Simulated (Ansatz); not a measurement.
**Dielectric response of BaS (001) films**

How well do thin rocksalt BaS (001) films screen a perpendicular field?

Program: Ansatz 0.2.0. Level of theory: plane-wave DFT, PBE, Ansatz PAW, in the first sound run; inputs show where later runs differ. Results are calculated unless marked as measured.

## 1. Set-up

The cell holds 6 atoms: 3 Ba and 3 S. Cell: a = 4.518 Å, b = 4.518 Å, c = 24.390 Å, α = 90.0°, β = 90.0°, γ = 90.0°. It derives from BaS (rocksalt BaS). Vacuum lies along c.

## 2. Relaxing the film, 6 atoms, units 3

The structure is relaxed first, because levels and dipoles at a surface follow the positions of the outer atoms.

input.yaml reads:

```yaml
crystal:
  lattice:
    - [4.51841233, 0.0, 0.0]
    - [0.0, 4.51841233, 0.0]
    - [0.0, 0.0, 24.39]
  atoms:
    - { symbol: Ba, position: [0.5, 0.5, 0.36900369] }
    - { symbol: S, position: [0.0, 0.0, 0.36900369] }
    - { symbol: Ba, position: [0.0, 0.0, 0.5] }
    - { symbol: S, position: [0.5, 0.5, 0.5] }
    - { symbol: Ba, position: [0.5, 0.5, 0.63099631] }
    - { symbol: S, position: [0.0, 0.0, 0.63099631] }
kpoints:
  mp_grid: { grid: [6, 6, 1] }
hamiltonian:
  xc: pbe
scf:
  occupations: { method: fixed }
  convergence: { dr2_threshold: 1.0e-09 }
efield:
  axis: 3
  dipole_correction: true
  ramp_position: 0.97
  ramp_width: 0.06
relax:
  f_tol: 0.003
  max_steps: 100
output:
  write_potential: true
  write_density: true
  volumetric_format: npy
```

Command:

```console
ansatz run input.yaml --threads 4 --pin off --max-ram 8192MiB --backend cpu --events-out ev --progress --plain --runs-dir out
```

Numbers of over 12 decimals in the logs are rounded to 6 here.

What it wrote:

```text
Engine: ansatz 0.2.0, aarch64-unknown-linux-gnu
Pseudopotentials: kind: paw
Pseudopotential: Ba, paw, valence charge 10, recommended cutoff 420 eV (normal), Ba.paw.azcp
Pseudopotential: S, paw, valence charge 6, recommended cutoff 420 eV (normal), S.paw.azcp
Functional definition: PBE
  parameter kappa = 0.804
  parameter beta = 0.066725
  exchange = pbe_x(kappa = kappa, mu = beta*pi^2/3)
  correlation = pbe_c(beta = beta)
Crystal: 6 atoms, lattice volume = 497.947 Å³
Basis set: ecut = 420 eV, 9769 PW (Γ), exchange–correlation on 64×64×360 points (8 copies of the dense FFT grid, shifted against one another)
Bands: 30, of which v1, the nominal top of the filled ones, is band 24 counted from 1 (23 counted from 0)
Symmetry: 8 space group operations
k-points: 10 of 36
Non-local potential: Ba, projectors of the file, l = 0: 3, l = 1: 2, l = 2: 2, l = 3: 2
Non-local potential: S, projectors of the file, l = 0: 2, l = 1: 2, l = 2: 2
PAW form: soft (Blöchl's): semilocal exchange-correlation on the pseudo side does not see the compensation charge
PAW one-centre angular grid: Ba, 194 points (default); XC on 64 Gauss nodes
PAW one-centre angular grid: S, 110 points (default); XC on 64 Gauss nodes
Initial density: superposition of atomic densities (neutral atoms: chi_scale 0, normalization atom), corrected by the library's trained network
Initial wavefunctions: pseudopotential atomic-orbital guess
Functional: x = pbe(κ = 0.804, μ = 0.219515), c = pbe(β = 0.066725)
SCF iter   1: F=—  HF=-20566.797227 eV  |F-HF|=—  |Δ(HF+E_count)|=         —  Δρ=5.45e-4  dr2=3.10e-3  ethr=1.77e-3  p=0.000 e·Å  D=1.87e-14 V/Å  ΔV_dip=-0.00 eV  dr2_dipole=2.62e-10  V_vac-E_F(+/−)=4.17/4.17 eV  ⟨swp⟩=6.8  Hψ=1515  notcnv=0  defer=37
efield: sawtooth ramp at fractional position 0.9700 (set: `efield.ramp_position`, or a place that a band, a saddle search or an elastic batch's reference lends), width 0.0600; the density the first Hamiltonian is built on has a dipole p = 0.000 e·Å; the dipole correction subtracts the counter field D = 1.87e-14 V/Å, which shifts the + side's vacuum level by -0.00 eV against the − side's; the planar-averaged density in the ramp window peaks in size at 1.3e-5 e/Å³
preconditioner: auto → Resta (q_TF=auto, 1.847 Å⁻¹)  ε∞=2.0  [insulator: Δε(μ)=2.221 eV  Ē_g=10.752 eV  n_scr=50 (ndim 8)  ℏωp=10.8 eV  f_vac=0.564  ε∞_Penn≈2.0  vacuum switching on, ρ_ref=8.4e-3 e/Å³]
SCF iter   2: F=—  HF=-20566.799163 eV  |F-HF|=—  |Δ(HF+E_count)|=   1.94e-3  Δρ=2.12e-4  dr2=2.74e-4  ethr=6.47e-6  p=0.000 e·Å  D=3.61e-6 V/Å  ΔV_dip=-0.00 eV  dr2_dipole=3.50e-10  V_vac-E_F(+/−)=4.17/4.17 eV  ⟨swp⟩=4.5  Hψ=704  notcnv=0  defer=40
density mixer auto → msr1: gapped (density of states about μ 0.03 of a free-electron gas's, 50 screened modes)
SCF iter   3: F=—  HF=-20566.800053 eV  |F-HF|=—  |Δ(HF+E_count)|=   8.91e-4  Δρ=9.98e-5  dr2=6.46e-5  ethr=5.71e-7  p=-0.000 e·Å  D=-1.14e-6 V/Å  ΔV_dip=0.00 eV  dr2_dipole=4.73e-11  V_vac-E_F(+/−)=4.17/4.17 eV  ⟨swp⟩=3.9  Hψ=504  notcnv=0  defer=40
SCF iter   4: F=—  HF=-20566.800484 eV  |F-HF|=—  |Δ(HF+E_count)|=   4.31e-4  Δρ=1.82e-5  dr2=3.61e-6  ethr=1.35e-7  p=0.000 e·Å  D=2.83e-6 V/Å  ΔV_dip=-0.00 eV  dr2_dipole=2.36e-10  V_vac-E_F(+/−)=4.17/4.17 eV  ⟨swp⟩=3.4  Hψ=526  notcnv=0  defer=40
SCF iter   5: F=—  HF=-20566.800655 eV  |F-HF|=—  |Δ(HF+E_count)|=   1.70e-4  Δρ=8.18e-6  dr2=7.86e-7  ethr=7.51e-9  p=-0.000 e·Å  D=-1.63e-6 V/Å  ΔV_dip=0.00 eV  dr2_dipole=1.17e-10  V_vac-E_F(+/−)=4.17/4.17 eV  ⟨swp⟩=2.6  Hψ=508  notcnv=0  defer=38
SCF iter   6: F=—  HF=-20566.800656 eV  |F-HF|=—  |Δ(HF+E_count)|=   8.45e-7  Δρ=2.39e-6  dr2=3.99e-8  ethr=1.64e-9  p=0.000 e·Å  D=5.08e-7 V/Å  ΔV_dip=-0.00 eV  dr2_dipole=6.73e-12  V_vac-E_F(+/−)=4.17/4.17 eV  ⟨swp⟩=2.4  Hψ=421  notcnv=0  defer=38
SCF iter   7: F=—  HF=-20566.800656 eV  |F-HF|=—  |Δ(HF+E_count)|=   1.24e-7  Δρ=6.55e-7  dr2=3.21e-9  ethr=8.32e-11  p=-0.000 e·Å  D=-6.10e-7 V/Å  ΔV_dip=0.00 eV  dr2_dipole=2.36e-11  V_vac-E_F(+/−)=4.17/4.17 eV  ⟨swp⟩=2.9  Hψ=502  notcnv=0  defer=38
SCF iter   8: F=-20566.800656 eV  HF=-20566.800656 eV  |F-HF|=2.47e-10  |Δ(HF+E_count)|=   9.47e-9  Δρ=2.40e-7  dr2=6.91e-10  ethr=2.08e-12  p=0.000 e·Å  D=1.13e-6 V/Å  ΔV_dip=-0.00 eV  dr2_dipole=5.37e-11  V_vac-E_F(+/−)=4.17/4.17 eV  ⟨swp⟩=8.3  Hψ=1883  notcnv=0
SCF 1 converged in 8 iterations: F = -20566.800656 eV  dr2 = 6.91e-10
  greatest PAW one-centre occupation: 0.955 electrons in one spin orbital (limit 2), on the Ba atom at site 2 (counted from 0), in its partial waves of l = 0
relax step   1: F+E_penalty+E_count = -20566.80065583 eV  Δ(F+E_penalty+E_count) = +0.000e0 eV  max|allowed force component| = 1.073e-1 eV/Å  Δτ_max = 0.0000 Å  (8 SCF iters, accepted)
Initial density: handed on by an earlier stage of this run
Initial wavefunctions: those handed on with the density
iter 1 solved again at ethr=1.49e-5 eV; its pass at ethr=3.10e-3 eV (dr2=7.14e-3 eV) is discarded
SCF iter   1: F=—  HF=-20566.801692 eV  |F-HF|=—  |Δ(HF+E_count)|=         —  Δρ=8.97e-4  dr2=7.73e-3  ethr=1.49e-5  p=0.000 e·Å  D=1.13e-6 V/Å  ΔV_dip=-0.00 eV  dr2_dipole=2.30e-10  V_vac-E_F(+/−)=4.18/4.18 eV  ⟨swp⟩=3.2  Hψ=1288  notcnv=0  defer=40
efield: sawtooth ramp at fractional position 0.9700 (set: `efield.ramp_position`, or a place that a band, a saddle search or an elastic batch's reference lends), width 0.0600; the density the first Hamiltonian is built on has a dipole p = 0.000 e·Å; the dipole correction subtracts the counter field D = 1.13e-6 V/Å, which shifts the + side's vacuum level by -0.00 eV against the − side's; the planar-averaged density in the ramp window peaks in size at 3.0e-8 e/Å³
preconditioner: auto → Resta (q_TF=auto, 1.847 Å⁻¹)  ε∞=2.0  [insulator: Δε(μ)=2.177 eV  Ē_g=10.764 eV  n_scr=50 (ndim 8)  ℏωp=10.8 eV  f_vac=0.570  ε∞_Penn≈2.0  vacuum switching on, ρ_ref=8.4e-3 e/Å³]
SCF iter   2: F=—  HF=-20566.802535 eV  |F-HF|=—  |Δ(HF+E_count)|=   8.43e-4  Δρ=4.33e-4  dr2=1.58e-3  ethr=1.49e-5  p=-0.000 e·Å  D=-2.23e-6 V/Å  ΔV_dip=0.00 eV  dr2_dipole=3.14e-11  V_vac-E_F(+/−)=4.20/4.20 eV  ⟨swp⟩=3.7  Hψ=424  notcnv=0  defer=40  κ⁻¹=1.0e0(r=1)
density mixer auto → broyden: gapped, where msr1 would fit the directions that read negative (density of states about μ 0.04 of a free-electron gas's, 50 screened modes)
SCF iter   3: F=—  HF=-20566.803081 eV  |F-HF|=—  |Δ(HF+E_count)|=   5.46e-4  Δρ=2.19e-4  dr2=3.66e-4  ethr=3.29e-6  p=-0.000 e·Å  D=-8.20e-7 V/Å  ΔV_dip=0.00 eV  dr2_dipole=1.51e-11  V_vac-E_F(+/−)=4.24/4.24 eV  ⟨swp⟩=3.6  Hψ=412  notcnv=0  defer=40  κ⁻¹=1.2e-1(r=2)
[...]
SCF iter   2: F=—  HF=-20566.804802 eV  |F-HF|=—  |Δ(HF+E_count)|=   2.22e-4  Δρ=1.47e-4  dr2=1.77e-4  ethr=2.23e-6  p=-0.000 e·Å  D=-9.44e-8 V/Å  ΔV_dip=0.00 eV  dr2_dipole=7.23e-13  V_vac-E_F(+/−)=4.24/4.24 eV  ⟨swp⟩=3.0  Hψ=495  notcnv=0  defer=40  κ⁻¹=1.0e0(r=1)
density mixer auto → broyden: gapped, where msr1 would fit the directions that read negative (density of states about μ 0.04 of a free-electron gas's, 50 screened modes)
SCF iter   3: F=—  HF=-20566.804785 eV  |F-HF|=—  |Δ(HF+E_count)|=   1.69e-5  Δρ=6.60e-5  dr2=3.80e-5  ethr=3.69e-7  p=-0.000 e·Å  D=-2.89e-7 V/Å  ΔV_dip=0.00 eV  dr2_dipole=2.50e-14  V_vac-E_F(+/−)=4.23/4.23 eV  ⟨swp⟩=3.0  Hψ=546  notcnv=0  defer=38  κ⁻¹=1.1e-1(r=2)
SCF iter   4: F=—  HF=-20566.804785 eV  |F-HF|=—  |Δ(HF+E_count)|=   2.04e-7  Δρ=2.02e-5  dr2=2.18e-6  ethr=7.92e-8  p=-0.000 e·Å  D=-2.64e-7 V/Å  ΔV_dip=0.00 eV  dr2_dipole=7.93e-14  V_vac-E_F(+/−)=4.22/4.22 eV  ⟨swp⟩=2.0  Hψ=377  notcnv=0  defer=26  κ⁻¹=2.8e-3(r=3)
SCF iter   5: F=—  HF=-20566.804960 eV  |F-HF|=—  |Δ(HF+E_count)|=   1.75e-4  Δρ=3.78e-6  dr2=6.73e-8  ethr=4.53e-9  p=-0.000 e·Å  D=-1.49e-7 V/Å  ΔV_dip=0.00 eV  dr2_dipole=2.77e-13  V_vac-E_F(+/−)=4.22/4.22 eV  ⟨swp⟩=2.2  Hψ=492  notcnv=0  defer=21  κ⁻¹=2.2e-4(r=4)
SCF iter   6: F=—  HF=-20566.804960 eV  |F-HF|=—  |Δ(HF+E_count)|=   6.64e-8  Δρ=1.51e-6  dr2=1.01e-8  ethr=1.40e-10  p=-0.000 e·Å  D=-2.81e-7 V/Å  ΔV_dip=0.00 eV  dr2_dipole=1.03e-13  V_vac-E_F(+/−)=4.22/4.22 eV  ⟨swp⟩=2.1  Hψ=473  notcnv=0  defer=21  κ⁻¹=1.6e-5(r=5)
SCF iter   7: F=-20566.804960 eV  HF=-20566.804960 eV  |F-HF|=4.04e-10  |Δ(HF+E_count)|=   1.53e-8  Δρ=2.73e-7  dr2=3.52e-10  ethr=2.08e-12  p=-0.000 e·Å  D=-1.73e-7 V/Å  ΔV_dip=0.00 eV  dr2_dipole=1.40e-12  V_vac-E_F(+/−)=4.22/4.22 eV  ⟨swp⟩=6.1  Hψ=2030  notcnv=0
SCF 3 converged in 7 iterations: F = -20566.804960 eV  dr2 = 3.52e-10
relax step   3: F+E_penalty+E_count = -20566.80496037 eV  Δ(F+E_penalty+E_count) = -1.611e-3 eV  max|allowed force component| = 4.705e-3 eV/Å  Δτ_max = 0.0170 Å  (7 SCF iters, accepted)
SCF iter   1: F=—  HF=-20566.804813 eV  |F-HF|=—  |Δ(HF+E_count)|=         —  Δρ=3.25e-5  dr2=3.21e-5  ethr=2.28e-7  p=-0.000 e·Å  D=-1.73e-7 V/Å  ΔV_dip=0.00 eV  dr2_dipole=3.44e-13  V_vac-E_F(+/−)=4.22/4.22 eV  ⟨swp⟩=3.5  Hψ=634  notcnv=0  defer=40
efield: sawtooth ramp at fractional position 0.9700 (set: `efield.ramp_position`, or a place that a band, a saddle search or an elastic batch's reference lends), width 0.0600; the density the first Hamiltonian is built on has a dipole p = -0.000 e·Å; the dipole correction subtracts the counter field D = -1.73e-7 V/Å, which shifts the + side's vacuum level by +0.00 eV against the − side's; the planar-averaged density in the ramp window peaks in size at 5.7e-8 e/Å³
preconditioner: auto → Resta (q_TF=auto, 1.847 Å⁻¹)  ε∞=2.0  [insulator: Δε(μ)=2.199 eV  Ē_g=10.701 eV  n_scr=50 (ndim 8)  ℏωp=10.8 eV  f_vac=0.567  ε∞_Penn≈2.0  vacuum switching on, ρ_ref=8.3e-3 e/Å³]
SCF iter   2: F=—  HF=-20566.804802 eV  |F-HF|=—  |Δ(HF+E_count)|=   1.10e-5  Δρ=1.36e-5  dr2=1.28e-6  ethr=6.69e-8  p=-0.000 e·Å  D=-3.94e-8 V/Å  ΔV_dip=0.00 eV  dr2_dipole=3.50e-16  V_vac-E_F(+/−)=4.22/4.22 eV  ⟨swp⟩=2.0  Hψ=457  notcnv=0  defer=18  κ⁻¹=1.0e0(r=1)
density mixer auto → broyden: gapped, where msr1 would fit the directions that read negative (density of states about μ 0.04 of a free-electron gas's, 50 screened modes)
SCF iter   3: F=—  HF=-20566.804969 eV  |F-HF|=—  |Δ(HF+E_count)|=   1.67e-4  Δρ=6.59e-6  dr2=2.57e-7  ethr=2.66e-9  p=-0.000 e·Å  D=-3.78e-8 V/Å  ΔV_dip=0.00 eV  dr2_dipole=8.23e-15  V_vac-E_F(+/−)=4.22/4.22 eV  ⟨swp⟩=2.0  Hψ=477  notcnv=0  defer=18  κ⁻¹=8.9e-3(r=2)
SCF iter   4: F=—  HF=-20566.804969 eV  |F-HF|=—  |Δ(HF+E_count)|=   6.30e-9  Δρ=1.46e-6  dr2=1.28e-8  ethr=5.35e-10  p=-0.000 e·Å  D=-1.47e-9 V/Å  ΔV_dip=0.00 eV  dr2_dipole=9.34e-16  V_vac-E_F(+/−)=4.22/4.22 eV  ⟨swp⟩=2.3  Hψ=520  notcnv=0  defer=18  κ⁻¹=9.8e-4(r=3)
SCF iter   5: F=—  HF=-20566.804969 eV  |F-HF|=—  |Δ(HF+E_count)|=   4.63e-9  Δρ=5.26e-7  dr2=1.48e-9  ethr=2.08e-12  p=0.000 e·Å  D=8.36e-9 V/Å  ΔV_dip=-0.00 eV  dr2_dipole=8.56e-13  V_vac-E_F(+/−)=4.22/4.22 eV  ⟨swp⟩=7.9  Hψ=1799  notcnv=0  κ⁻¹=6.7e-5(r=4)
SCF iter   6: F=-20566.804969 eV  HF=-20566.804969 eV  |F-HF|=1.27e-10  |Δ(HF+E_count)|=   1.02e-9  Δρ=1.32e-7  dr2=7.71e-11  ethr=2.08e-12  p=-0.000 e·Å  D=-3.05e-7 V/Å  ΔV_dip=0.00 eV  dr2_dipole=1.10e-12  V_vac-E_F(+/−)=4.22/4.22 eV  ⟨swp⟩=7.0  Hψ=1623  notcnv=0
SCF 4 converged in 6 iterations: F = -20566.804969 eV  dr2 = 7.71e-11
relax step   4: F+E_penalty+E_count = -20566.80496886 eV  Δ(F+E_penalty+E_count) = -8.491e-6 eV  max|allowed force component| = 4.603e-4 eV/Å  Δτ_max = 0.0016 Å  (6 SCF iters, accepted)
NSCF: frozen V_eff on 10 k-points
the band table was solved once a step of the walk had ended and its energy, with any forces and stress, was formed, with the checks that follow a solve (2111 applications of the Hamiltonian). They found nothing against the state; the energy, forces and stress were not computed again (output.eigenvalues in the input reference)
SCF converged after 6 iterations
Stability not checked: this state was not tested for a lower state beside it, because the mixer in use, unlike msr1, does not test its closes by its own steps (another_mixer; see scf.mixing.algorithm and scf.lower_state_search)
Free energy (F): -20566.804969 eV
Harris-Foulkes:  -20566.804969 eV  (|F-HF|=1.27e-10)
Internal energy: -20566.804969 eV  (E = F + TS)
E sigma→0 (E₀):  -20566.804969 eV
Fermi energy:    -0.216097 eV
Dipole field:    D = 0.000001 V/Å  (p = 0.000002 e·Å, saw-weighted, corrected)
Work function:   Φ+ = 4.2199 eV   Φ− = 4.2199 eV
Levels:          The Fermi level and band energies are counted from a zero that moves with the ramp; work functions are not
--- Per-component energies (eV) ---
  E_band       = -450.206155
  E_kinetic    = 826.383647
  E_local      = -17475.589628  (includes V_loc(G=0)·N_el)
  E_nonlocal   = 255.331691
  E_hartree    = 8369.227862
  E_xc         = -798.515847
  E_vxc        = -672.784801  (∫ρ·V_xc dr)
  E_paw        = -17478.202989  (= ΣΔE_a)
  E_vpaw       = -122.003106  (= ΣTr[D̂ρ^β])
  E_aug_tail   = -0.000000  (compensation charges beyond the density's cutoff)
  E_efield     = 0.000000  (sawtooth field / dipole correction)
  E_vefield    = 0.000000  (∫n·V_field dr)
  E_ewald      = 5734.560297
  E_smearing   = -0.000000  (= −TS)
  E_closure    = -0.000000  (closes the sum)
  Σ components = -20566.804969   (vs F -20566.804969, Δ=0.00e0)
--- Forces (eV/Å), atoms counted from 1 ---
  atom   1  Ba     0.00000000     0.00000000     0.00015901
  atom   2  S      0.00000000     0.00000000     0.00045718
  atom   3  Ba     0.00000000     0.00000000     0.00000233
  atom   4  S      0.00000000     0.00000000    -0.00000419
  atom   5  Ba    -0.00000000     0.00000000    -0.00015498
  atom   6  S      0.00000000     0.00000000    -0.00046045
  max |Σ_I F_I| component: 1.09e-6 eV/Å
--- Band table (eV; the first three rows and the last of 10) ---
  k-point 0: bands = [... 20 lower, -0.2733, -0.2733, -0.2161, -0.2161, 1.9847, 2.5126, 2.6794, 3.0942, ... 2 higher]
  k-point 1: bands = [... 20 lower, -0.7014, -0.5404, -0.5056, -0.4903, 2.5169, 2.9176, 2.9894, 3.2790, ... 2 higher]
  k-point 2: bands = [... 20 lower, -0.9823, -0.9780, -0.9366, -0.5876, 3.4388, 3.6501, 3.7985, 3.9703, ... 2 higher]
  k-point 9: bands = [... 20 lower, -0.5700, -0.4358, -0.4358, -0.2704, 2.3050, 2.3050, 3.5781, 3.5781, ... 2 higher]
--- Relaxed structure (4 steps of the walk, 4 accepted, 0 SCFs on fresh bases) ---
  F+E_penalty+E_count = -20566.80496886 eV   max|allowed force component| = 4.603e-4 eV/Å
  atoms:
    - { symbol: Ba, position: [0.5, 0.5, 0.370569] }
    - { symbol: S, position: [0, 0.0, 0.369944] }
    - { symbol: Ba, position: [0, 0.0, 0.500000] }
    - { symbol: S, position: [0.5, 0.5, 0.500000] }
    - { symbol: Ba, position: [0.5, 0.5, 0.629431] }
    - { symbol: S, position: [0, 0.0, 0.630056] }
```

It took 11 s on 4 threads of Arm Neoverse V2, shared host; peak memory 0.77 GiB.

Step by step:

| step | energy less that of the first step (eV) | largest force component (eV/Å) |
| --- | --- | --- |
| 1 | 0.0000 | 0.1073 |
| 2 | -0.0027 | 0.0804 |
| 3 | -0.0043 | 0.0047 |
| 4 | -0.0043 | 0.0005 |

The run keeps the 8 symmetry operations that it works with, so distortions that break them were not tested.

The atoms that moved most (Å):

| atom | dx | dy | dz | length |
| --- | --- | --- | --- | --- |
| Ba5 | 0.000 | 0.000 | -0.038 | 0.038 |
| Ba1 | 0.000 | 0.000 | 0.038 | 0.038 |
| S2 | 0.000 | 0.000 | 0.023 | 0.023 |
| S6 | 0.000 | 0.000 | -0.023 | 0.023 |

Final coordinates:

```xyz
6
Lattice="4.5184 0.0000 0.0000 0.0000 4.5184 0.0000 0.0000 0.0000 24.3900" Properties=species:S:1:pos:R:3
Ba    2.2592    2.2592    9.0382
S     0.0000    0.0000    9.0229
Ba    0.0000    0.0000   12.1950
S     2.2592    2.2592   12.1950
Ba    2.2592    2.2592   15.3518
S     0.0000    0.0000   15.3671
```

This step gave:

```yaml
gap_on_the_k_mesh: 2.201 eV
dipole_along_the_normal: 1.62e-6 e·Å
ionisation_energy_upper_face: 4.220 eV
electron_affinity_upper_face: 2.019 eV
```

Running mean over 3.195 Å of the planar mean; the ramp of the sawtooth is left out. The electron's electrostatic potential energy less the highest filled level by z:

z (Å), electron's electrostatic potential energy less the highest filled level (eV) and a bar from the least value:
```
      3.0       4.22 ##############################
      3.5       4.22 ##############################
      4.0       4.22 ##############################
      4.5       4.22 ##############################
      5.0       4.21 ##############################
      5.5       4.19 ##############################
      6.0       4.10 #############################
      6.5       3.78 ############################
      7.0       2.65 #######################
      7.5       0.73 ##############
      8.0      -1.05 ######
      8.5      -1.89 ##
      9.0      -2.09 #
      9.5      -2.14 #
     10.0      -2.20 
     10.5      -2.25 
     11.0      -2.24 
     11.5      -2.18 
     12.0      -2.15 
     12.5      -2.15 
     13.0      -2.19 
     13.5      -2.24 
     14.0      -2.24 
     14.5      -2.18 
     15.0      -2.13 #
     15.5      -2.07 #
     16.0      -1.79 ##
     16.5      -0.72 #######
     17.0       1.18 ################
     17.5       2.99 ########################
     18.0       3.89 ############################
     18.5       4.13 ##############################
     19.0       4.19 ##############################
     19.5       4.21 ##############################
     20.0       4.22 ##############################
     20.5       4.22 ##############################
     21.0       4.22 ##############################
```

The relaxation took 4 steps and lowered the energy by 0.0043 eV; the largest force on the free atoms ends at 4.6e-4 eV/Å.

The gap is 2.20 eV, with the valence edge 4.22 eV and the conduction edge 2.02 eV under the upper vacuum level.

(Continued in part 2 of 5.)

[Logs are printed without paths, hosts, clocks, repeated set-up lines and the standing remarks that a program may print on its own settings, such as how far it seeks lower states.]

[Hosts, paths, dates, database ids (printed as entryN), source tags and the programs' standing remarks are cut or masked in the printed files.]

[Maps of the electrostatic potential energy from Ansatz leave out the sawtooth potential of an applied field or a dipole correction, so their vacuum need not be flat; planar profiles and work functions include it.]
